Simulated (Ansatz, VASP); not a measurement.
## Sb in VASP and in Ansatz

POSCAR

```
Sb
1.0
    3.1600000000      0.0000000000      0.0000000000
    0.0000000000      3.1600000000      0.0000000000
    0.0000000000      0.0000000000      3.1600000000
Sb
1
Direct
    0.0000000000      0.0000000000      0.0000000000
```

INCAR.step1

```
SYSTEM = Sb
ALGO     = Normal         ! electronic algorithm
EDIFF    = 1E-5           ! SCF threshold, eV
ENCUT    = 520            ! plane-wave cutoff, eV
GGA      = PE             ! functional
ISIF     = 2              ! what is computed and relaxed
ISMEAR   = -1             ! smearing method
LASPH    = .True.         ! aspherical terms in the spheres
LCHARG   = .False.        ! write CHGCAR
LREAL    = .False.        ! projectors in reciprocal space
LWAVE    = .True.         ! write WAVECAR
NBANDS   = 8              ! bands
NELM     = 60             ! most SCF steps
PREC     = Accurate       ! precision mode
SIGMA    = 0.05           ! smearing width, eV
```

INCAR.step2

```
SYSTEM = Sb
ALGO     = Normal         ! electronic algorithm
EDIFF    = 1E-6           ! SCF threshold, eV
ENCUT    = 520            ! plane-wave cutoff, eV
GGA      = PE             ! functional
HFSCREEN = 0.2079         ! screening, 1/A
ISIF     = 2              ! what is computed and relaxed
ISMEAR   = -1             ! smearing method
ISTART   = 1            
LASPH    = .True.         ! aspherical terms in the spheres
LCHARG   = .False.        ! write CHGCAR
LHFCALC  = .True.         ! exact exchange
LREAL    = .False.        ! projectors in reciprocal space
LWAVE    = .False.        ! write WAVECAR
NBANDS   = 8              ! bands
NELM     = 60             ! most SCF steps
PREC     = Accurate       ! precision mode
PRECFOCK = Normal       
SIGMA    = 0.05           ! smearing width, eV
```

The input KPOINTS:

```
k-points
0
Gamma
  4 4 4
  0 0 0
```

Contents of input:

```
crystal:
  lattice:
    - [3.16, 0.0, 0.0]
    - [0.0, 3.16, 0.0]
    - [0.0, 0.0, 3.16]
  atoms:
    - { symbol: Sb, position: [0.0, 0.0, 0.0] }
hamiltonian:
  xc: hse06
  pseudopotentials: { kind: paw }
kpoints:
  mp_grid: { grid: [4, 4, 4] }
  band_path:
    path:
      - [[0.0, 0.0, 0.0], [0.0, 0.5, 0.0], [0.5, 0.5, 0.0], [0.0, 0.0, 0.0], [0.5, 0.5, 0.5], [0.0, 0.5, 0.0]]
      - [[0.5, 0.5, 0.0], [0.5, 0.5, 0.5]]
    npoints: 4
scf:
  occupations: { method: fermi_dirac, width: 0.05 }
  n_extra_bands: 6
output:
  forces: true
  stress: true
  eigenvalues: true
  fatbands: false
  write_density: true
  write_potential: true
  elf: true
  volumetric_format: npy
```

This isn't the form of Sb at room conditions, which is rhombohedral.

Alike in both runs: functional HSE06; k mesh 4 × 4 × 4; occupations fermi-dirac, width 0.05 eV; no spin polarisation.

```csv
,VASP,Ansatz
version,VASP 6.6.1,Ansatz 0.2.0
potentials or method,"VASP PAW PBE potentials, release 64 (Sb)",Ansatz PAW
plane-wave cutoff (eV),520,420
valence electrons in the cell,5,15
task,single point,band structure
```

```tsv
	VASP	Ansatz	Ansatz less VASP
gap on the k mesh at the Fermi level (eV)	none	none	-
pressure (GPa)	-6.3	-5.4	+0.93
```

A gap of «none» marks a metal or a gap that the smearing closes. The two sets of potentials don't hold the same shells in valence.

Caveats: the k mesh is coarse (spacing up to 0.50 Å⁻¹), so the values aren't converged, least of all with exact exchange; the PAW data sets were made with another functional, which shifts forces and pressure a little (VASP); spin-orbit coupling is left out, which moves the levels of the heavy elements (Ansatz); the PAW data sets come from PBE, with cores solved anew for the run's functional, which leaves a small shift of forces and pressure (Ansatz); the thresholds are loose for stress (Ansatz). Spin-orbit coupling is left out, which matters for the levels of Sb.
